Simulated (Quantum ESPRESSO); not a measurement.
# BaTiO3 (Barioperovskite) (Amm2) in Quantum ESPRESSO: notebook

Aim: see how the results for BaTiO3 (Barioperovskite) move with the level of theory and the settings. Levels: LDA, r2SCAN. Tasks: band structure.

Everything below comes from runs of Quantum ESPRESSO 7.5. Logs are shortened: lines on timing, memory, paths and dates and some standing lists are left out, and cuts for length are marked.

### Step 1. Starting point

It takes space group Amm2 (No. 38, orthorhombic). The conventional cell has a = 3.986 Å, b = 5.674 Å, c = 5.690 Å, α = 90.00°, β = 90.00°, γ = 90.00°. Ba (site symmetry mm2) is surrounded by 12 O at 2.77 to 2.92 Å. Ti (site symmetry mm2) has 6 O at 1.93 to 2.09 Å as nearest neighbours. O (site symmetry m) is surrounded by 2 Ti at 1.93 to 2.09 Å. O (site symmetry mm2) is surrounded by 2 Ti at 2.00 Å.

### Step 2. Band structure, LDA

Contents of pw.in:

```
&CONTROL
  calculation = 'scf'
  prefix = 'pwscf'
  outdir = './tmp'
  pseudo_dir = './pseudo'
  tprnfor = .true.
  tstress = .true.
  disk_io = 'low'
/
&SYSTEM
  ibrav = 0
  celldm(1) = 8
  nat = 5
  ntyp = 3
  ecutwfc = 45
  ecutrho = 360
  nbnd = 28
  occupations = 'smearing'
  smearing = 'fd'
  degauss = 0.00367493
/
&ELECTRONS
  conv_thr = 1d-09
  electron_maxstep = 120
  mixing_beta = 0.5
/
ATOMIC_SPECIES
Ba   137.3270 ba_lda_v1.uspp.F.UPF
Ti    47.8670 ti_lda_v1.4.uspp.F.UPF
O     15.9990 o_lda_v1.2.uspp.F.UPF
CELL_PARAMETERS alat
  0.9414379337120   0.0000000000000   0.0000000000000
  0.0000000000000   0.6701205053689   0.6720692854349
  0.0000000000000  -0.6701205053689   0.6720692854349
ATOMIC_POSITIONS crystal
Ba     0.0000000000    0.0000000000    0.0000000000
Ti     0.5000000000    0.5124000000    0.5124000000
O      0.5000000000    0.9918400000    0.5052400000
O      0.5000000000    0.5052400000    0.9918400000
O      0.0000000000    0.4874000000    0.4874000000
K_POINTS automatic
7 7 7 0 0 0
```

Contents of bands.in:

```
&CONTROL
  calculation = 'bands'
  prefix = 'pwscf'
  outdir = './tmp'
  pseudo_dir = './pseudo'
  disk_io = 'low'
  verbosity = 'high'
/
&SYSTEM
  ibrav = 0
  celldm(1) = 8
  nat = 5
  ntyp = 3
  ecutwfc = 45
  ecutrho = 360
  nbnd = 28
  occupations = 'smearing'
  smearing = 'fd'
  degauss = 0.00367493
/
&ELECTRONS
  conv_thr = 1d-08
  electron_maxstep = 120
  mixing_beta = 0.5
  diago_full_acc = .true.
  startingwfc = 'random'
/
ATOMIC_SPECIES
Ba   137.3270 ba_lda_v1.uspp.F.UPF
Ti    47.8670 ti_lda_v1.4.uspp.F.UPF
O     15.9990 o_lda_v1.2.uspp.F.UPF
CELL_PARAMETERS alat
  0.9414379337120   0.0000000000000   0.0000000000000
  0.0000000000000   0.6701205053689   0.6720692854349
  0.0000000000000  -0.6701205053689   0.6720692854349
ATOMIC_POSITIONS crystal
Ba     0.0000000000    0.0000000000    0.0000000000
Ti     0.5000000000    0.5124000000    0.5124000000
O      0.5000000000    0.9918400000    0.5052400000
O      0.5000000000    0.5052400000    0.9918400000
O      0.0000000000    0.4874000000    0.4874000000
K_POINTS crystal
60
 0.0000000000  0.0000000000  0.0000000000 1
 0.0000000000  0.0830920444 -0.0830920444 1
 0.0000000000  0.1661840888 -0.1661840888 1
 0.0000000000  0.2492761332 -0.2492761332 1
 0.0000000000  0.3323681776 -0.3323681776 1
 0.0000000000  0.4154602219 -0.4154602219 1
 0.0000000000  0.4985522663 -0.4985522663 1
 0.0000000000  0.3739141998 -0.4989141998 1
 0.0000000000  0.2492761332 -0.4992761332 1
 0.0000000000  0.1246380666 -0.4996380666 1
 0.0000000000  0.0000000000 -0.5000000000 1
-0.1250000000  0.0000000000 -0.5000000000 1
-0.2500000000  0.0000000000 -0.5000000000 1
-0.3750000000  0.0000000000 -0.5000000000 1
-0.5000000000  0.0000000000 -0.5000000000 1
-0.5000000000  0.0997104533 -0.4997104533 1
-0.5000000000  0.1994209065 -0.4994209065 1
-0.5000000000  0.2991313598 -0.4991313598 1
-0.5000000000  0.3988418131 -0.4988418131 1
-0.5000000000  0.4985522663 -0.4985522663 1
-0.5000000000  0.4273305140 -0.4273305140 1
-0.5000000000  0.3561087617 -0.3561087617 1
-0.5000000000  0.2848870093 -0.2848870093 1
-0.5000000000  0.2136652570 -0.2136652570 1
-0.5000000000  0.1424435047 -0.1424435047 1
-0.5000000000  0.0712217523 -0.0712217523 1
-0.5000000000  0.0000000000  0.0000000000 1
-0.4000000000  0.0000000000  0.0000000000 1
-0.3000000000  0.0000000000  0.0000000000 1
-0.2000000000  0.0000000000  0.0000000000 1
-0.1000000000  0.0000000000  0.0000000000 1
 0.0000000000  0.0000000000  0.0000000000 1
 0.0000000000 -0.0714285714 -0.0714285714 1
 0.0000000000 -0.1428571429 -0.1428571429 1
 0.0000000000 -0.2142857143 -0.2142857143 1
 0.0000000000 -0.2857142857 -0.2857142857 1
 0.0000000000 -0.3571428571 -0.3571428571 1
 0.0000000000 -0.4285714286 -0.4285714286 1
 0.0000000000 -0.5000000000 -0.5000000000 1
 0.0000000000 -0.4985522663 -0.5014477337 1
-0.1000000000 -0.4985522663 -0.5014477337 1
-0.2000000000 -0.4985522663 -0.5014477337 1
-0.3000000000 -0.4985522663 -0.5014477337 1
-0.4000000000 -0.4985522663 -0.5014477337 1
-0.5000000000 -0.4985522663 -0.5014477337 1
-0.5000000000 -0.5000000000 -0.5000000000 1
-0.4000000000 -0.5000000000 -0.5000000000 1
-0.3000000000 -0.5000000000 -0.5000000000 1
-0.2000000000 -0.5000000000 -0.5000000000 1
-0.1000000000 -0.5000000000 -0.5000000000 1
 0.0000000000 -0.5000000000 -0.5000000000 1
-0.5000000000  0.0000000000  0.0000000000 1
-0.5000000000 -0.0625000000 -0.0625000000 1
-0.5000000000 -0.1250000000 -0.1250000000 1
-0.5000000000 -0.1875000000 -0.1875000000 1
-0.5000000000 -0.2500000000 -0.2500000000 1
-0.5000000000 -0.3125000000 -0.3125000000 1
-0.5000000000 -0.3750000000 -0.3750000000 1
-0.5000000000 -0.4375000000 -0.4375000000 1
-0.5000000000 -0.5000000000 -0.5000000000 1
```

Potentials or basis: GBRV 1.5 LDA.

On the command line:

```console
$ OMP_NUM_THREADS=1 mpirun -n 2 pw.x -nk 2 -in pw.in > pw.out
$ OMP_NUM_THREADS=1 mpirun -n 2 pw.x -nk 2 -in bands.in > bands.out
```

pw.out:

```text
This program is part of the open-source Quantum ESPRESSO suite
     for quantum simulation of materials; please cite
[... 13 lines left out ...]
     --------------------
     sticks:   dense  smooth     PW     G-vecs:    dense   smooth      PW
     Sum        1637     817    241                50085    17725    2921

     Using Slab Decomposition

     bravais-lattice index     =            0
     lattice parameter (alat)  =       8.0000  a.u.
     unit-cell volume          =     434.1688 (a.u.)^3
     number of atoms/cell      =            5
     number of atomic types    =            3
     number of electrons       =        40.00
     number of Kohn-Sham states=           28
     kinetic-energy cutoff     =      45.0000  Ry
     charge density cutoff     =     360.0000  Ry
     scf convergence threshold =      1.0E-09
     mixing beta               =       0.5000
     number of iterations used =            8  plain     mixing
     Exchange-correlation= SLA  PZ   NOGX NOGC
                           (   1   1   0   0   0   0   0)

     celldm(1)=   8.000000  celldm(2)=   0.000000  celldm(3)=   0.000000
     celldm(4)=   0.000000  celldm(5)=   0.000000  celldm(6)=   0.000000

     crystal axes: (cart. coord. in units of alat)
               a(1) = (   0.941438   0.000000   0.000000 )
               a(2) = (   0.000000   0.670121   0.672069 )
               a(3) = (   0.000000  -0.670121   0.672069 )

     reciprocal axes: (cart. coord. in units 2 pi/alat)
               b(1) = (  1.062205  0.000000 -0.000000 )
               b(2) = ( -0.000000  0.746134  0.743971 )
               b(3) = (  0.000000 -0.746134  0.743971 )

     PseudoPot. # 1 for Ba read from file:
     ba_lda_v1.uspp.F.UPF
     Pseudo is Ultrasoft + core correction, Zval = 10.0
     Generated by new atomic code, or converted to UPF format
     Using radial grid of  907 points,  7 beta functions with:
                l(1) =   0
                l(2) =   0
                l(3) =   1
                l(4) =   1
                l(5) =   2
                l(6) =   2
                l(7) =   3
     Q(r) pseudized with  6 coefficients,  rinner =    1.700   1.700   1.700
                                                       1.700   1.700   1.700
                                                       1.700

     PseudoPot. # 2 for Ti read from file:
     ti_lda_v1.4.uspp.F.UPF
     Pseudo is Ultrasoft + core correction, Zval = 12.0
     Generated by new atomic code, or converted to UPF format
     Using radial grid of  851 points,  6 beta functions with:
                l(1) =   0
                l(2) =   0
                l(3) =   1
                l(4) =   1
                l(5) =   2
                l(6) =   2
     Q(r) pseudized with  6 coefficients,  rinner =    1.000   1.000   1.000
                                                       1.000   1.000

     PseudoPot. # 3 for O  read from file:
     o_lda_v1.2.uspp.F.UPF
     Pseudo is Ultrasoft + core correction, Zval =  6.0
     Generated by new atomic code, or converted to UPF format
     Using radial grid of  737 points,  5 beta functions with:
                l(1) =   0
                l(2) =   0
                l(3) =   1
                l(4) =   1
                l(5) =   2
     Q(r) pseudized with  8 coefficients,  rinner =    0.900   0.900   0.900
                                                       0.900   0.900

     atomic species   valence    mass     pseudopotential
     Ba               10.00   137.32700     Ba( 1.00)
     Ti               12.00    47.86700     Ti( 1.00)
     O                 6.00    15.99900     O ( 1.00)

      4 Sym. Ops. (no inversion) found

   Cartesian axes

     site n.     atom                  positions (alat units)
         1        Ba     tau(   1) = (   0.0000000   0.0000000   0.0000000  )
         2        Ti     tau(   2) = (   0.4707190   0.0000000   0.6887366  )
         3        O      tau(   3) = (   0.4707190   0.3260806   1.0061415  )
         4        O      tau(   4) = (   0.4707190  -0.3260806   1.0061415  )
         5        O      tau(   5) = (   0.0000000   0.0000000   0.6551331  )

     number of k points=    64  Fermi-Dirac smearing, width (Ry)=  0.0037
                       cart. coord. in units 2pi/alat
        k(    1) = (   0.0000000   0.0000000   0.0000000), wk =   0.0058309
        k(    2) = (   0.0000000  -0.1065906   0.1062816), wk =   0.0233236
        k(    3) = (   0.0000000  -0.2131813   0.2125631), wk =   0.0233236
        k(    4) = (   0.0000000  -0.3197719   0.3188447), wk =   0.0233236
        k(    5) = (   0.0000000  -0.0000000   0.2125631), wk =   0.0116618
        k(    6) = (   0.0000000  -0.1065906   0.3188447), wk =   0.0233236
[... 56 lines left out ...]
        k(   63) = (   0.4552307   0.0000000   0.6376894), wk =   0.0233236
        k(   64) = (   0.4552307   0.6395438  -0.0000000), wk =   0.0233236

     Dense  grid:    50085 G-vectors     FFT dimensions: (  45,  45,  45)

     Smooth grid:    17725 G-vectors     FFT dimensions: (  36,  36,  36)

     Check: negative core charge=   -0.000007

     Initial potential from superposition of free atoms

     starting charge      38.9872, renormalised to      40.0000

     negative rho (up, down):  1.012E-01 0.000E+00
     Starting wfcs are   35 randomized atomic wfcs

     Self-consistent Calculation

     iteration #  1     ecut=    45.00 Ry     beta= 0.50
     Davidson diagonalization with overlap
     ethr =  1.00E-02,  avg # of iterations =  2.0

     negative rho (up, down):  9.547E-02 0.000E+00

     total energy              =    -286.90222813 Ry
     estimated scf accuracy    <       0.71558457 Ry

     iteration #  2     ecut=    45.00 Ry     beta= 0.50
     Davidson diagonalization with overlap
     ethr =  1.79E-03,  avg # of iterations =  2.0

     negative rho (up, down):  9.418E-02 0.000E+00

     total energy              =    -286.66244150 Ry
     estimated scf accuracy    <       3.21200362 Ry
[... 16 lines left out ...]
     total energy              =    -287.19878110 Ry
     estimated scf accuracy    <       0.02952388 Ry

     iteration #  5     ecut=    45.00 Ry     beta= 0.50
     Davidson diagonalization with overlap
     ethr =  7.38E-05,  avg # of iterations =  2.6

     negative rho (up, down):  9.033E-02 0.000E+00

     total energy              =    -287.20371658 Ry
     estimated scf accuracy    <       0.00049215 Ry

     iteration #  6     ecut=    45.00 Ry     beta= 0.50
     Davidson diagonalization with overlap
     c_bands:  1 eigenvalues not converged
     c_bands:  1 eigenvalues not converged
     ethr =  1.23E-06,  avg # of iterations =  7.2

     negative rho (up, down):  9.024E-02 0.000E+00

     total energy              =    -287.20380259 Ry
     estimated scf accuracy    <       0.00015134 Ry

     iteration #  7     ecut=    45.00 Ry     beta= 0.50
     Davidson diagonalization with overlap
     ethr =  3.78E-07,  avg # of iterations =  2.3

     negative rho (up, down):  9.021E-02 0.000E+00

     total energy              =    -287.20382716 Ry
     estimated scf accuracy    <       0.00000568 Ry

     iteration #  8     ecut=    45.00 Ry     beta= 0.50
     Davidson diagonalization with overlap
     ethr =  1.42E-08,  avg # of iterations =  2.0
[... 15 lines left out ...]
     iteration # 10     ecut=    45.00 Ry     beta= 0.50
     Davidson diagonalization with overlap
     ethr =  5.77E-11,  avg # of iterations =  2.3

     negative rho (up, down):  9.022E-02 0.000E+00

     total energy              =    -287.20382916 Ry
     estimated scf accuracy    <          3.2E-09 Ry

     iteration # 11     ecut=    45.00 Ry     beta= 0.50
     Davidson diagonalization with overlap
     ethr =  8.01E-12,  avg # of iterations =  1.8

     negative rho (up, down):  9.022E-02 0.000E+00

     End of self-consistent calculation

          k = 0.0000 0.0000 0.0000 (  2189 PWs)   bands (ev):

   -45.9055 -22.4687 -22.4666 -22.4522 -14.6471  -6.5651  -5.8587  -5.8433
     0.1792   0.1850   0.2024   7.6820   7.6821   7.6834   8.7340   8.7900
     8.8446   9.6287   9.7386   9.7843  11.7766  11.8403  12.0039  14.0696
    14.1181  14.9120  15.0090  17.1602

          k = 0.0000-0.1066 0.1063 (  2193 PWs)   bands (ev):

   -45.9054 -22.4772 -22.4671 -22.4518 -14.6253  -6.5802  -5.8561  -5.8231
     0.2119   0.2338   0.2728   7.3486   7.6219   7.6230   8.4781   8.5792
     8.7245   9.2923   9.5225   9.6520  11.8856  12.1975  12.2787  14.1049
    14.5937  15.2769  15.3880  17.6443

          k = 0.0000-0.2132 0.2126 (  2213 PWs)   bands (ev):

   -45.9051 -22.4983 -22.4662 -22.4509 -14.5753  -6.6781  -5.8269  -5.7213
     0.2832   0.3066   0.4714   6.6236   7.4259   7.4277   8.1094   8.2674
     8.4292   8.5643   9.3194   9.4174  11.9586  12.9065  12.9564  14.1053
    15.4321  16.1274  16.3294  18.3696
[... 416 lines left out ...]
   -45.9034 -22.5098 -22.5080 -22.4978 -14.3906  -5.7303  -5.6408  -5.6266
    -0.5029  -0.4772  -0.3673   5.6029   6.2391   6.2623   7.3969   7.5632
     7.5866   9.7849   9.8157   9.8905  14.0476  14.0909  14.0986  16.7758
    16.8551  17.0194  17.6763  17.7196

          k = 0.4552 0.6395-0.0000 (  2246 PWs)   bands (ev):

   -45.9034 -22.5099 -22.5079 -22.4978 -14.3906  -5.7223  -5.6602  -5.6160
    -0.5117  -0.4645  -0.3689   5.6010   6.2348   6.2703   7.3836   7.5779
     7.5844   9.7816   9.8212   9.8826  14.0439  14.0905  14.1005  16.7341
    16.8841  17.0387  17.6512  17.7466

     the Fermi energy is    10.9029 ev

!    total energy              =    -287.20382916 Ry
     estimated scf accuracy    <          2.0E-10 Ry
     smearing contrib. (-TS)   =      -0.00000000 Ry
     internal energy E=F+TS    =    -287.20382916 Ry

     The total energy is F=E-TS. E is the sum of the following terms:
     one-electron contribution =     -72.85646204 Ry
     hartree contribution      =      59.90424181 Ry
     xc contribution           =     -67.33404123 Ry
     ewald contribution        =    -206.91756770 Ry

     convergence has been achieved in  11 iterations

     negative rho (up, down):  9.022E-02 0.000E+00

     Forces acting on atoms (cartesian axes, Ry/au):

     atom    1 type  1   force =     0.00000000   -0.00000000    0.00623353
     atom    2 type  2   force =     0.00000000    0.00000000    0.00866012
     atom    3 type  3   force =     0.00000000   -0.00203398   -0.01185359
     atom    4 type  3   force =     0.00000000    0.00203398   -0.01185359
     atom    5 type  3   force =     0.00000000   -0.00000000    0.00881353

     Total force =     0.021928     Total SCF correction =     0.000004

     Computing stress (Cartesian axis) and pressure

     negative rho (up, down):  9.022E-02 0.000E+00
          total   stress  (Ry/bohr**3)                   (kbar)     P=      -74.49
  -0.00049926   0.00000000   0.00000000          -73.44        0.00        0.00
   0.00000000  -0.00048844  -0.00000000            0.00      -71.85       -0.00
   0.00000000  -0.00000000  -0.00053136            0.00       -0.00      -78.17

=------------------------------------------------------------------------------=
   JOB DONE.
=------------------------------------------------------------------------------=
```

Run time: 71 s. Hardware: 2 MPI ranks of Arm Neoverse V2, shared host; peak memory 0.5 GiB.

What came out:

```yaml
Free_energy: -3907.6072 eV
Pressure: -7.4 GPa
Largest_force: 0.309 eV/Å
Band_gap_on_the_k_mesh: 1.89 eV, indirect (least direct gap 1.99 eV)
Band_gap_along_the_path: 1.81 eV, indirect (least direct gap 1.99 eV)
```

Forces in eV/Å, atoms in the order of the input:
```
Ba   0.000  0.000  0.160
Ti   0.000  0.000  0.223
O    0.000 -0.052 -0.305
O    0.000  0.052 -0.305
O    0.000  0.000  0.227
```

Levels at the corners of the path, in eV from the valence-band top:
```
point  band 18  band 19  band 20  band 21  band 22  band 23
    Γ    -0.33    -0.22    -0.18     1.81     1.88     2.04
    X    -0.89    -0.85    -0.11     3.55     3.61     3.96
    S    -1.69    -0.81    -0.73     2.05     3.54     3.57
    R    -0.87    -0.86    -0.06     3.57     3.58     3.97
    A    -0.05    -0.01     0.00     4.18     4.22     4.23
    Z    -1.74    -0.81    -0.76     2.00     3.51     3.60
    Γ    -0.33    -0.22    -0.18     1.81     1.88     2.04
    Y    -0.89    -0.85    -0.11     3.55     3.61     3.96
   X1    -0.89    -0.85    -0.11     3.55     3.61     3.96
   A1    -0.05    -0.01     0.00     4.18     4.22     4.23
    T    -0.05    -0.01     0.00     4.18     4.22     4.23
    Y    -0.89    -0.85    -0.11     3.55     3.61     3.96
    Z    -1.74    -0.81    -0.76     2.00     3.51     3.60
    T    -0.05    -0.01     0.00     4.18     4.22     4.23
```

Caveat: some levels on the path didn't converge; spin-orbit coupling is left out, which moves the levels of the heavy elements. As with any semilocal functional, this LDA gap is likely too small.

(Part 1 of 2 ends here.)
